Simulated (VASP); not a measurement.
## Ga3Se: phonons with LDA

Crystal: Ga3Se.

```
CELL_PARAMETERS angstrom
4.43246 0.00000 0.00000
0.00000 4.43246 0.00000
0.00000 0.00000 4.43246
ATOMIC_POSITIONS crystal
Se 0.00000 0.00000 0.00000
Ga 0.50000 0.50000 0.00000
Ga 0.50000 0.00000 0.50000
Ga 0.00000 0.50000 0.50000
```

The cell comes from a database or a generator and needn't be the stable form of this composition.

```
Program                : VASP 6.6.1
Task                   : phonons
Functional             : LDA
Potentials or basis    : VASP PAW LDA potentials, release 64 (Se, Ga_d)
Cutoff                 : 600 eV
k mesh                 : 6 × 6 × 6
Occupations            : gaussian, width 0.02 eV
Spin                   : no spin polarisation
Ladder                 : free
By perturbation theory : yes
Further INCAR settings : ALGO = Fast; EDIFF = 1e-08; IBRION = 8; NSW = 1
```

```yaml
Relaxed_volume: 19.40 Å³/atom
Relaxed_cell: a = 4.266 Å, b = 4.266 Å, c = 4.266 Å, α = 90.00°, β = 90.00°, γ = 90.00°
Space_group_after_relaxing_to_0.05_Å: Pm-3m (No. 221)
Electronic_dielectric_tensor_diagonal: 45.29
Born_charges_mean_of_the_diagonal: Se -7.96; Ga +2.65 e
Highest_phonon_frequency_at_Γ_LO-TO_splitting_left_out: 125 cm⁻¹
```

Step by step:
```tsv
step	energy change (eV)	largest force (eV/Å)	pressure (GPa)	volume (Å³)
1	0.0000	0.0000	-5.00	87.08
2	-0.1623	0.0000	-0.86	78.80
3	-0.1655	0.0000	0.01	77.61
```

Final structure:
```yaml
crystal:
  lattice:
    - [4.26551, 0.00000, 0.00000]
    - [0.00000, 4.26551, 0.00000]
    - [0.00000, 0.00000, 4.26551]
  atoms:
    - { symbol: Se, position: [0.00000, 0.00000, 0.00000] }
    - { symbol: Ga, position: [0.50000, 0.50000, 0.00000] }
    - { symbol: Ga, position: [0.50000, 0.00000, 0.50000] }
    - { symbol: Ga, position: [0.00000, 0.50000, 0.50000] }
```

Phonon frequencies in cm⁻¹ (negative: imaginary):
```csv
q point,frequencies
"(0.000, 0.000, 0.000)",-1 -1 -1 13 13 13 53 53 53 125 125 125
```

Electronic dielectric tensor:
```
45.29  0.00  0.00
 0.00 45.29  0.00
 0.00  0.00 45.29
```

Born effective charge tensors (e):
atom 1, Se
```
-7.96  0.00  0.00
 0.00 -7.96  0.00
 0.00  0.00 -7.96
```
atom 2, Ga
```
2.78 0.00 0.00
0.00 2.78 0.00
0.00 0.00 2.39
```
atom 3, Ga
```
2.78 0.00 0.00
0.00 2.39 0.00
0.00 0.00 2.78
```
atom 4, Ga
```
2.39 0.00 0.00
0.00 2.78 0.00
0.00 0.00 2.78
```

Wall time 4 min on 4 MPI ranks on Intel(R) Xeon(R) Platinum 8488C (Sapphire Rapids), with other jobs on the host, peak memory 0.55 GiB a rank.
